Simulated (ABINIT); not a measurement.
TePb, 2 atoms in the cell. The structure is cubic, space group Fm-3m (No. 225). Conventional cell: a = 6.462 Å, b = 6.462 Å, c = 6.462 Å, α = 90.00°, β = 90.00°, γ = 90.00°. Around Pb (site symmetry m-3m) lie 6 Te at 3.23 Å. Around Te (site symmetry m-3m) lie 6 Pb at 3.23 Å. 

```yaml
Program: ABINIT 10.8.3 (patched build)
Task: single point
Functional: r2SCAN
Potentials_or_basis: JTH PAW PBE v2.0
Cutoff: 544 eV
k_mesh: 4 × 4 × 4
Occupations: fermi-dirac, width 0.05 eV
Spin: no spin polarisation
Fine-grid_cutoff: 1088.46 eV
```

Potentials or basis: JTH PAW PBE v2.0.

Run with:

```bash
$ abinit run.abi > log 2>&1
```

Hardware: 1 thread of Arm Neoverse V2 (shared host).

**Question.** How long does it take, and how much memory?

**Answer.** It took 25 s on 1 thread of Arm Neoverse V2 (shared host), peak memory 0.15 GiB. Counts: scf iterations 9, k points 8, bands 14, plane waves 1964.
